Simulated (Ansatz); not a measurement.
**Hf3N2: tests of the settings**

This session on Hf3N2 sets out to see how the k-point mesh moves the results, then see how the k-point mesh shifted by half a step moves the results.

Program: Ansatz 0.2.0. Level of theory: DFT r2SCAN, scalar-relativistic, plane waves, PAW. These are calculated values, not measurements.

1 further run of the same task is left out (set aside as unsound or not needed). Runs told in other sessions of the task aren't counted.

## Step 1: The structure to begin with

Symmetry: R-3m, No. 166, trigonal system. The conventional cell has a = 3.199 Å, b = 3.199 Å, c = 23.265 Å, α = 90.00°, β = 90.00°, γ = 120.00°. Around Hf (site symmetry 3m) lie 3 N at 2.29 Å. Around Hf (site symmetry -3m) lie 6 N at 2.24 Å. N (site symmetry 3m) has 6 Hf at 2.24 to 2.29 Å in its first shell of neighbours.

As a file:

```xyz
5
Lattice="1.5994 0.9234 7.7548 -1.5994 0.9234 7.7548 0.0000 -1.8469 7.7548" Properties=species:S:1:pos:R:3 pbc="T T T"
Hf    0.0000    0.0000   18.1328
Hf    0.0000    0.0000    5.1317
Hf    0.0000    0.0000    0.0000
N     0.0000    0.0000   14.2359
N     0.0000    0.0000    9.0286
```

Source of the structure: the Materials Project (structure only). It is taken as it stands there.

## Step 2: The base run, which the others are set against

Contents of input.yaml:

```yaml
crystal:
  lattice:
    - [1.5994260774, 0.9234290764, 7.7548432223]
    - [-1.5994260774, 0.9234290764, 7.7548432223]
    - [0.0, -1.8468581527, 7.7548432223]
  atoms:
    - { symbol: Hf, position: [0.77941866, 0.77941866, 0.77941866] }
    - { symbol: Hf, position: [0.22058134, 0.22058134, 0.22058134] }
    - { symbol: Hf, position: [0.0, 0.0, 0.0] }
    - { symbol: "N", position: [0.61191553, 0.61191553, 0.61191553] }
    - { symbol: "N", position: [0.38808447, 0.38808447, 0.38808447] }
basis:
  ecutwfc: 500
kpoints:
  mp_grid: { grid: [12, 12, 12] }
hamiltonian:
  xc: r2scan
scf:
  occupations: { method: gaussian, width: 0.1 }
output:
  forces: true
  stress: true
  eigenvalues: true
  populations: true
```

Its results, from an earlier run: -9595.3699 eV/atom at zero smearing, pressure 1.99 GPa, largest force 0.131 eV/Å, no gap on the mesh, in 11 SCF cycles and 3.3 min.

## Step 3: K-point mesh: 1×1×1

Edit input.yaml of step 2 so:

```diff
@@ -14,3 +14,3 @@
 kpoints:
-  mp_grid: { grid: [12, 12, 12] }
+  mp_grid: { grid: [1, 1, 1] }
 hamiltonian:
@@ -23,2 +23 @@
   eigenvalues: true
-  populations: true
```

Launch:

```sh
> ansatz run input.yaml --threads 1 --pin off --max-ram 2560MiB --backend cpu --events-out ev --progress --plain --runs-dir out
```

The program printed, cut to the lines that bear on the results:

```text
Warning: RAYON_NUM_THREADS=1 ignored (pool sized by the plan → 1); use --threads N
[...]
Pseudopotentials: kind: paw
Pseudopotential: Hf, paw, valence charge 26, recommended cutoff 500 eV (meta_gga), Hf.paw.azcp
Pseudopotential: N, paw, valence charge 5, recommended cutoff 500 eV (meta_gga), N.paw.azcp
Functional definition: r2SCAN
[...]
Crystal: 5 atoms, lattice volume = 68.721 Å³
Basis set: ecut = 500 eV, 1733 PW (Γ), FFT grids on a1−a3, a2−a3, a3, exchange–correlation on 96×96×240 points (64 copies of the dense FFT grid, shifted against one another)
Bands: 53, of which v1, the nominal top of the filled ones, is band 44 counted from 1 (43 counted from 0)
Symmetry: 12 space group operations
Space group: R-3m (ITA 166), of the structure as read, at distance tolerance 4.1e-5 Å
k-points: 1
[...]
SCF iter   1: F=—  HF=-47968.479387 eV  |F-HF|=—  |Δ(HF+E_count)|=         —  Δρ=7.47e-2  dr2=3.96e0  dr2_τ=7.90e-1  ethr=1.77e-3  ⟨swp⟩=5.0  Hψ=162  notcnv=0
[...]
SCF iter  11: F=-47968.901831 eV  HF=-47968.901831 eV  |F-HF|=1.56e-9  |Δ(HF+E_count)|=   9.48e-9  Δρ=2.56e-6  dr2=3.69e-9  dr2_τ=6.18e-10  ethr=1.14e-10  ⟨swp⟩=5.0  Hψ=189  notcnv=0
[...]
SCF converged after 11 iterations
Free energy (F): -47968.901831 eV
[...]
E sigma→0 (E₀):  -47968.901831 eV
Entropy (-TS):   -0.000000 eV (-0.000 meV/atom)
Fermi energy:    22.928456 eV
[...]
--- Forces (eV/Å), atoms counted from 1 ---
  atom   1  Hf     0.00000000    -0.00000000    -4.04746348
  atom   2  Hf    -0.00000000     0.00000000     4.04746348
  atom   3  Hf     0.00000000     0.00000000     0.00000000
  atom   4  N     -0.00000000     0.00000000     2.17749684
  atom   5  N     -0.00000000    -0.00000000    -2.17749684
[...]
--- Stress (GPa, compression-positive) ---
       27.457545       0.000000      -0.000000
       -0.000000      27.457545      -0.000000
       -0.000000      -0.000000      27.083816
  P = ⅓ Tr σ = 27.3330 GPa (273.330 kbar)
--- Band table (eV) ---
[...]
```

Run time: 6.3 s. Hardware: 1 thread of Intel Xeon at 2.50GHz (Skylake/Cascade Lake), shared host; peak memory 0.45 GiB.

Read-out: -9593.7804 eV/atom at zero smearing, pressure 27.33 GPa, largest force 4.047 eV/Å and a gap of 0.73 eV on the mesh.

## Step 4: K-point mesh set to 3×3×3

Edit input.yaml of step 3 so:

```diff
@@ -14,3 +14,3 @@
 kpoints:
-  mp_grid: { grid: [1, 1, 1] }
+  mp_grid: { grid: [3, 3, 3] }
 hamiltonian:
```

Launch:

```sh
> ansatz run input.yaml --threads 1 --pin off --max-ram 2560MiB --backend cpu --events-out ev --progress --plain --runs-dir out
```

The program printed, cut to the lines that bear on the results:

```text
Warning: RAYON_NUM_THREADS=1 ignored (pool sized by the plan → 1); use --threads N
[...]
[... 4 set-up lines as earlier in the session ...]
[...]
Crystal: 5 atoms, lattice volume = 68.721 Å³
Basis set: ecut = 500 eV, 1733 PW (Γ), FFT grids on a1−a3, a2−a3, a3, exchange–correlation on 96×96×240 points (64 copies of the dense FFT grid, shifted against one another)
Bands: 53, of which v1, the nominal top of the filled ones, is band 44 counted from 1 (43 counted from 0)
[... 2 set-up lines as earlier in the session ...]
k-points: 6 of 27
[...]
SCF iter   1: F=—  HF=-47976.853386 eV  |F-HF|=—  |Δ(HF+E_count)|=         —  Δρ=1.59e-2  dr2=6.30e-1  dr2_τ=2.93e-1  ethr=1.77e-3  ⟨swp⟩=4.8  Hψ=952  notcnv=0  defer=3
[...]
SCF iter   9: F=-47976.889883 eV  HF=-47976.889883 eV  |F-HF|=7.06e-8  |Δ(HF+E_count)|=   8.30e-7  Δρ=1.01e-5  dr2=7.37e-8  dr2_τ=1.04e-8  ethr=1.14e-10  ⟨swp⟩=7.0  Hψ=1497  notcnv=0
[...]
SCF converged after 9 iterations
Free energy (F): -47976.889883 eV
[...]
E sigma→0 (E₀):  -47976.884132 eV
Entropy (-TS):   -0.011503 eV (-2.301 meV/atom)
Fermi energy:    21.968328 eV
[...]
--- Forces (eV/Å), atoms counted from 1 ---
  atom   1  Hf    -0.00000000     0.00000000     0.03040007
  atom   2  Hf     0.00000000    -0.00000000    -0.03040007
  atom   3  Hf     0.00000000     0.00000000     0.00000000
  atom   4  N      0.00000000    -0.00000000    -0.10391461
  atom   5  N      0.00000000     0.00000000     0.10391461
[...]
--- Stress (GPa, compression-positive) ---
        2.400307       0.000000      -0.000000
        0.000000       2.400307       0.000000
       -0.000000       0.000000       2.812665
  P = ⅓ Tr σ = 2.5378 GPa (25.378 kbar)
--- Band table (eV; the first three rows and the last of 6) ---
[...]
```

Run time: 9.6 s. Hardware: 1 thread of Intel Xeon at 2.50GHz (Skylake/Cascade Lake), shared host; peak memory 0.5 GiB.

Result: -9595.3768 eV/atom at zero smearing, pressure 2.54 GPa, largest force 0.104 eV/Å and no gap on the mesh.

## Step 5: K-point mesh set to 6×6×6

Edit input.yaml of step 4 so:

```diff
@@ -14,3 +14,3 @@
 kpoints:
-  mp_grid: { grid: [3, 3, 3] }
+  mp_grid: { grid: [6, 6, 6] }
 hamiltonian:
```

Launch:

```sh
> ansatz run input.yaml --threads 1 --pin off --max-ram 2560MiB --backend cpu --events-out ev --progress --plain --runs-dir out
```

The program printed, cut to the lines that bear on the results:

```text
Warning: RAYON_NUM_THREADS=1 ignored (pool sized by the plan → 1); use --threads N
[...]
[... 4 set-up lines as earlier in the session ...]
[...]
Crystal: 5 atoms, lattice volume = 68.721 Å³
Basis set: ecut = 500 eV, 1733 PW (Γ), FFT grids on a1−a3, a2−a3, a3, exchange–correlation on 96×96×240 points (64 copies of the dense FFT grid, shifted against one another)
Bands: 53, of which v1, the nominal top of the filled ones, is band 44 counted from 1 (43 counted from 0)
[... 2 set-up lines as earlier in the session ...]
k-points: 32 of 216
[...]
SCF iter   1: F=—  HF=-47976.786755 eV  |F-HF|=—  |Δ(HF+E_count)|=         —  Δρ=1.40e-2  dr2=4.81e-1  dr2_τ=2.77e-1  ethr=1.77e-3  ⟨swp⟩=4.6  Hψ=5032  notcnv=0  defer=8
[...]
SCF iter  10: F=-47976.853129 eV  HF=-47976.853129 eV  |F-HF|=4.96e-8  |Δ(HF+E_count)|=   1.62e-7  Δρ=1.02e-5  dr2=9.83e-8  dr2_τ=1.63e-9  ethr=1.14e-10  ⟨swp⟩=8.3  Hψ=8107  notcnv=0
[...]
SCF converged after 10 iterations
Free energy (F): -47976.853129 eV
[...]
E sigma→0 (E₀):  -47976.848466 eV
Entropy (-TS):   -0.009326 eV (-1.865 meV/atom)
Fermi energy:    22.082420 eV
[...]
--- Forces (eV/Å), atoms counted from 1 ---
  atom   1  Hf    -0.00000000     0.00000000     0.10474149
  atom   2  Hf     0.00000000    -0.00000000    -0.10474149
  atom   3  Hf     0.00000000     0.00000000     0.00000000
  atom   4  N      0.00000000     0.00000000     0.03002689
  atom   5  N      0.00000000    -0.00000000    -0.03002689
[...]
--- Stress (GPa, compression-positive) ---
        2.025606       0.000000      -0.000000
        0.000000       2.025606      -0.000000
       -0.000000      -0.000000       1.478723
  P = ⅓ Tr σ = 1.8433 GPa (18.433 kbar)
--- Band table (eV; the first three rows and the last of 32) ---
[...]
```

Wall time 34 s (1 thread of Intel Xeon at 2.50GHz (Skylake/Cascade Lake), shared host); peak memory 0.58 GiB.

Result: -9595.3697 eV/atom at zero smearing, pressure 1.84 GPa, largest force 0.105 eV/Å and no gap on the mesh.

## Step 6: K-point mesh set to 18×18×18

Edit input.yaml of step 5 so:

```diff
@@ -14,3 +14,3 @@
 kpoints:
-  mp_grid: { grid: [6, 6, 6] }
+  mp_grid: { grid: [18, 18, 18] }
 hamiltonian:
```

Launch:

```sh
> ansatz run input.yaml --threads 1 --pin off --max-ram 2560MiB --backend cpu --events-out ev --progress --plain --runs-dir out
```

The program printed, cut to the lines that bear on the results:

```text
Warning: RAYON_NUM_THREADS=1 ignored (pool sized by the plan → 1); use --threads N
[...]
[... 4 set-up lines as earlier in the session ...]
[...]
Crystal: 5 atoms, lattice volume = 68.721 Å³
Basis set: ecut = 500 eV, 1733 PW (Γ), FFT grids on a1−a3, a2−a3, a3, exchange–correlation on 96×96×240 points (64 copies of the dense FFT grid, shifted against one another)
Bands: 53, of which v1, the nominal top of the filled ones, is band 44 counted from 1 (43 counted from 0)
[... 2 set-up lines as earlier in the session ...]
k-points: 580 of 5832
[...]
SCF iter   1: F=—  HF=-47976.790915 eV  |F-HF|=—  |Δ(HF+E_count)|=         —  Δρ=1.45e-2  dr2=5.26e-1  dr2_τ=2.80e-1  ethr=1.77e-3  ⟨swp⟩=4.6  Hψ=91149  notcnv=0  defer=216
[...]
SCF iter  11: F=-47976.850657 eV  HF=-47976.850657 eV  |F-HF|=3.86e-9  |Δ(HF+E_count)|=  8.59e-10  Δρ=2.43e-6  dr2=6.01e-9  dr2_τ=2.86e-10  ethr=1.11e-10  ⟨swp⟩=4.4  Hψ=112129  notcnv=0
[...]
SCF converged after 11 iterations
Free energy (F): -47976.850657 eV
[...]
E sigma→0 (E₀):  -47976.847539 eV
Entropy (-TS):   -0.006236 eV (-1.247 meV/atom)
Fermi energy:    22.035078 eV
[...]
--- Forces (eV/Å), atoms counted from 1 ---
  atom   1  Hf    -0.00000000     0.00000000     0.12703250
  atom   2  Hf    -0.00000000    -0.00000000    -0.12703250
  atom   3  Hf     0.00000000     0.00000000    -0.00000000
  atom   4  N      0.00000000     0.00000000     0.03957328
  atom   5  N      0.00000000    -0.00000000    -0.03957328
[...]
--- Stress (GPa, compression-positive) ---
        2.190010       0.000000      -0.000000
        0.000000       2.190010      -0.000000
       -0.000000      -0.000000       1.638627
  P = ⅓ Tr σ = 2.0062 GPa (20.062 kbar)
--- Band table (eV; the first three rows and the last of 580) ---
[...]
```

Wall time 8.9 min (1 thread of Intel Xeon at 2.50GHz (Skylake/Cascade Lake), shared host); peak memory 1.9 GiB.

Result: -9595.3695 eV/atom at zero smearing, pressure 2.01 GPa, largest force 0.127 eV/Å and no gap on the mesh.

## Step 7: What the k-point mesh changes

Energies are per atom, extrapolated to zero smearing, and count from the run at 18×18×18. Pressure is positive in compression.

```
    mesh  ΔE (meV/atom)  pressure (GPa)  largest change of a force component (eV/Å)  gap on the mesh (eV)  irreducible points  SCF cycles  CPU time
   1×1×1           1589           27.33                                       4.174                 0.732                   1          11     6.2 s
   3×3×3          -7.32            2.54                                       0.143                  none                   6           9     9.6 s
   6×6×6          -0.19            1.84                                       0.022                  none                  32          10      34 s
12×12×12          -0.34            1.99                                       0.004                  none                 189          11   3.3 min
18×18×18           0.00            2.01                                       0.000                  none                 580          11   8.9 min
```

Times: CPU seconds on a shared machine, a rough guide.

## Step 8: K-point mesh shifted by half a step: 6×6×6

Edit input.yaml of step 6 so:

```diff
@@ -14,3 +14,3 @@
 kpoints:
-  mp_grid: { grid: [18, 18, 18] }
+  mp_grid: { grid: [6, 6, 6], shift: [0.5, 0.5, 0.5] }
 hamiltonian:
```

Launch:

```sh
> ansatz run input.yaml --threads 1 --pin off --max-ram 2560MiB --backend cpu --events-out ev --progress --plain --runs-dir out
```

The program printed, cut to the lines that bear on the results:

```text
Warning: RAYON_NUM_THREADS=1 ignored (pool sized by the plan → 1); use --threads N
[...]
[... 4 set-up lines as earlier in the session ...]
[...]
Crystal: 5 atoms, lattice volume = 68.721 Å³
Basis set: ecut = 500 eV, 1733 PW (Γ), FFT grids on a1−a3, a2−a3, a3, exchange–correlation on 96×96×240 points (64 copies of the dense FFT grid, shifted against one another)
Bands: 53, of which v1, the nominal top of the filled ones, is band 44 counted from 1 (43 counted from 0)
[... 2 set-up lines as earlier in the session ...]
k-points: 28 of 216
[...]
SCF iter   1: F=—  HF=-47976.785826 eV  |F-HF|=—  |Δ(HF+E_count)|=         —  Δρ=1.39e-2  dr2=4.76e-1  dr2_τ=2.77e-1  ethr=1.77e-3  ⟨swp⟩=4.7  Hψ=4420  notcnv=0  defer=5
[...]
SCF iter  10: F=-47976.852655 eV  HF=-47976.852655 eV  |F-HF|=3.48e-8  |Δ(HF+E_count)|=   1.30e-7  Δρ=9.07e-6  dr2=7.92e-8  dr2_τ=1.35e-9  ethr=1.14e-10  ⟨swp⟩=8.1  Hψ=6999  notcnv=0
[...]
SCF converged after 10 iterations
Free energy (F): -47976.852655 eV
[...]
E sigma→0 (E₀):  -47976.848841 eV
Entropy (-TS):   -0.007626 eV (-1.525 meV/atom)
Fermi energy:    22.044148 eV
[...]
--- Forces (eV/Å), atoms counted from 1 ---
  atom   1  Hf     0.00000000     0.00000000     0.11095220
  atom   2  Hf     0.00000000    -0.00000000    -0.11095220
  atom   3  Hf     0.00000000     0.00000000     0.00000000
  atom   4  N      0.00000000     0.00000000     0.05418028
  atom   5  N      0.00000000    -0.00000000    -0.05418028
[...]
--- Stress (GPa, compression-positive) ---
        1.718748       0.000000      -0.000000
        0.000000       1.718748       0.000000
       -0.000000       0.000000       1.989656
  P = ⅓ Tr σ = 1.8091 GPa (18.091 kbar)
--- Band table (eV; the first three rows and the last of 28) ---
[...]
```

Wall time 31 s (1 thread of Intel Xeon at 2.50GHz (Skylake/Cascade Lake), shared host); peak memory 0.57 GiB.

Result: -9595.3698 eV/atom at zero smearing, pressure 1.81 GPa, largest force 0.111 eV/Å and no gap on the mesh.

## Step 9: What came out

| quantity | value |
| --- | --- |
| k-point mesh: within 10 and 1 meV/atom of 18×18×18 from | 3×3×3 for 10; 6×6×6 for 1 |
| k-point mesh shifted by half a step: 6×6×6 | pressure 1.8 GPa, no gap on the mesh |

**Reading.** In the sweep of the k-point mesh, 6×6×6 already comes within 1 meV/atom of the reference, and so do all later runs, at about 0.064 of the reference's time. That is measured against the best run here, which may itself be short of the limit. The gaps on the coarsest meshes are artefacts of sampling: the crystal is a metal on the dense ones. The error changes sign along the series, since a k mesh isn't variational, and a metal needs dense meshes to resolve its Fermi surface. Forces stay within 0.01 eV/Å of the reference from 12×12×12 on. These runs have no spin-orbit coupling; with Hf it would split and shift bands.
